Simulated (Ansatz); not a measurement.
α-quartz-type GeO2 (metastable phase) was calculated with r²SCAN (PAW; Ansatz, an electronic-structure program).

Numerical settings: plane-wave cutoff 560 eV, 12×12×6 k mesh (along the axes of the cell as run), Fermi–Dirac smearing 0.01 eV, scalar-relativistic PAW data made under PBE.

Shape and atoms are relaxed at each volume.

Pressure at four volumes; x = ln(V/13.585 Å³). One pressure is withheld.

```
V (Å³/atom)        x  P (GPa)
-----------  -------  -------
13.042       -0.0408        ?
13.314       -0.0202     0.84
13.585        0.0000     0.00
14.129        0.0393    -1.47
```

**Question.** Pass a parabola P(x) through the three rows shown, estimate the bulk modulus and its pressure derivative near zero pressure, and predict the withheld pressure.

**Answer.** Slopes between the rows: (0.00 − (0.84))/(0.0000 − (-0.0202)) = -41.58 and (-1.47 − (0.00))/(0.0393 − (0.0000)) = -37.40 GPa. Their difference over the span 0.0595 is c = 4.18/0.0595 = 70.3 GPa, so P(x) = 0.84 + (-41.58)(x − (-0.0202)) + 70.3 (x − (-0.0202))(x − (0.0000)). At the middle row B = −dP/dx = −[-41.58 + 70.3 × 0.0202] = 40.2 GPa, and B′ = dB/dP = 2c/B = 3.5. At x = -0.0408 the parabola gives 1.76 GPa; the run gives 1.76 GPa. The Birch–Murnaghan fit to the energies at all volumes has B0 = 40.1 GPa and B′ = 3.6.

Measured, for comparison: bulk modulus 42 GPa (room temperature, no zero-point or thermal correction, from measured elastic constants; as tabulated in Sevik and Bulutay (2007), arXiv:cond-mat/0610176). Computed (rounded) less measured: bulk modulus -5 %.

Note: the bulk modulus comes from volumes at which shape and atoms were relaxed.
